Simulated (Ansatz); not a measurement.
**Fields on a plane of BaSnO3 (cubic perovskite)**

```
BaSnO3
1.0
    4.13130     0.00000     0.00000
    0.00000     4.13130     0.00000
    0.00000     0.00000     4.13130
Ba Sn O
1 1 3
Cartesian
  0.00000   0.00000   0.00000
  2.06565   2.06565   2.06565
  0.00000   2.06565   2.06565
  2.06565   2.06565   0.00000
  2.06565   0.00000   2.06565
```

The slice is a {110} plane (indices of the conventional cell) through the point (0.000, 0.000, 0.000) (fractional), spanned by u = [100] and v = [011] in vectors of this cell: u (4.13 Å) and v (5.84 Å, at 90° to u). It covers one period; positions are fractions (u, v).

Atoms on it: Ba at (0.00, 0.00); Sn at (0.50, 0.50); O at (0.00, 0.50).

The numbers are results of r2SCAN (plane waves to 500 eV, PAW, scalar-relativistic; Ansatz, an electronic-structure program), not measurements. k mesh 8×8×8. Near the nuclei the fields are pseudised (PAW); where an atom keeps semicore shells as valence, they peak there. BaSnO3 was relaxed with its symmetry unable to fall.

```tsv
v \ u	0.00	0.13	0.26	0.39	0.52	0.65	0.78	0.91
0.88	x	<0.0	0.0	6.7	7.9	5.3	<0.0	x
0.75	3.8	4.6	5.6	5.4	5.2	5.6	5.3	4.2
0.62	x	6.2	0.5	x	x	<0.0	3.8	x
0.50	x	x	<0.0	x	x	x	x	x
0.38	x	6.2	0.5	x	x	<0.0	3.8	x
0.25	3.8	4.6	5.6	5.4	5.2	5.6	5.3	4.2
0.12	x	<0.0	0.0	6.7	7.9	5.3	<0.0	x
0.00	x	x	<0.0	5.0	6.9	2.7	x	x
```

Values: electrostatic potential energy of an electron, from the cell's mean, in eV. Points within 0.9 Å of a nucleus are blanked (x), as the pseudised field means little there. Values under 0 eV are set to 0. The zero, the cell's mean, hangs on the PAW cores.

```
|-=++*+=-:.    .:-=+*++=|
|+++*++=-:.    .:-=++*++|
|+**++=-:..    ..:-=++**|
|**++==-:...  ...:-==++*|
|+++==-:..........:-==++|
|===--:............:--==|
|---::......::......::--|
|::::.....::::::.....:::|
|:::.....::::::::.....::|
|--:::..::------::..:::-|
|==--::::--====--::::--=|
|+++=----=++**++=----=++|
|#**+=--=+*####*+=--=+**|
|%##*+==+*#%%%%#*+==+*##|
|%%#*+==+#%@@@@%#+==+*#%|
|%%%#++=+#%@@@@%#+=++#%%|
|%%#*+==+#%@@@@%#+==+*#%|
|%##*+==+*#%%%%#*+==+*##|
|#**+=--=+*####*+=--=+**|
|+++=----=++**++=----=++|
|==--::::--====--::::--=|
|--:::..::------::..:::-|
|:::.....::::::::.....::|
|::::.....::::::.....:::|
|---::......::......::--|
|===--:............:--==|
|+++==-:..........:-==++|
|**++==-:...  ...:-==++*|
|+**++=-:..    ..:-=++**|
|+++*++=-:.    .:-=++*++|
|-=++*+=-:.    .:-=+*++=|
|:-++*+=-:.    .:-=+*++-|
```
Scale: ten equal steps from -1.51 (start of ' ') to 1.22 (end of '@'), in the order ' .:-=+*#%@'. Values: log₁₀ of the valence density in e/Å³. The map has 23 points along u (one character each, u = 0 at the left) and 32 along v (v = 0 in the bottom row). The scale is logarithmic, as a density can span decades between atoms and voids.

* **Density on the Sn–O line (2.07 Å) at its midpoint**: 0.63 e/Å³
* **ELF at that point**: 0.2
* **Element round which the density of the highest valence band (whole band, smooth part) is largest on this plane**: O
